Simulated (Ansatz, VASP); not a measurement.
This is a calculation of ZnAu for Ansatz 0.2.0.

File input.yaml:

```yaml
crystal:
  lattice:
    - [3.147, 0.0, 0.0]
    - [0.0, 3.147, 0.0]
    - [0.0, 0.0, 3.147]
  atoms:
    - { symbol: Au, position: [0.00445, -0.003031, -0.010596] }
    - { symbol: Zn, position: [0.485155, 0.515448, 0.502437] }
kpoints:
  mp_grid: { grid: [8, 8, 8] }
scf:
  occupations: { method: fermi_dirac, width: 0.05 }
hamiltonian:
  xc: pbe
  pseudopotentials: { kind: all_electron, lapw: { basis_error: 0.001 } }
output:
  forces: true
  stress: true
  eigenvalues: true
  populations: true
```

Potentials or basis: all-electron LAPW, scalar-relativistic.

The run is started by

```bash
$ ansatz run input.yaml --threads 1 --pin off --max-ram 3072MiB --backend cpu --events-out ev --progress --plain --runs-dir out
```

Question: Set up the same calculation for VASP 6.6.1. Potentials there: VASP PAW PBE potentials, release 64 (Au, Zn).

Answer: As run (the cutoff follows the program's own potentials):

Contents of INCAR:

```
SYSTEM = ZnAu
PREC = Accurate
ENCUT = 520
EDIFF = 1E-6
ISMEAR = -1
SIGMA = 0.05
LREAL = .False.
LASPH = .True.
NELM = 60
ALGO = Fast
ISIF = 2
LWAVE = .False.
LCHARG = .True.
GGA = PE
LELF = .True.
LVHAR = .True.
NBANDS = 18
```

KPOINTS

```
regular mesh
0
Gamma
  8 8 8
  0 0 0
```

POSCAR

```
ZnAu
1.0
    3.1470000000      0.0000000000      0.0000000000
    0.0000000000      3.1470000000      0.0000000000
    0.0000000000      0.0000000000      3.1470000000
Au Zn
1 1
Direct
    0.0044500000     -0.0030310000     -0.0105960000
    0.4851550000      0.5154480000      0.5024370000
```

Potentials or basis: VASP PAW PBE potentials, release 64 (Au, Zn).

Launch:

```bash
$ cat potpaw_PBE.64/Au/POTCAR potpaw_PBE.64/Zn/POTCAR > POTCAR
$ mpirun -np 1 vasp_std > vasp.out
```

Both were run:

|  | VASP | Ansatz | Ansatz less VASP |
| --- | --- | --- | --- |
| gap on the k mesh at the Fermi level (eV) | none | none | - |
| pressure (GPa) | 5.6 | 5.6 | -0.04 |
| largest component of the traceless stress (GPa) | 0.35 | 0.35 | -0.004 |
| rms of the force components (eV/Å) | 0.217 | 0.213 | -0.0036 |

Atom by atom the forces differ by 0.004 eV/Å (rms over components). A gap of «none» marks a metal or a gap that the smearing closes. Ansatz ran all-electron here, so the differences hold the error of VASP's frozen core and of both bases.

The runs have no spin-orbit coupling, so splittings on Au are missing.
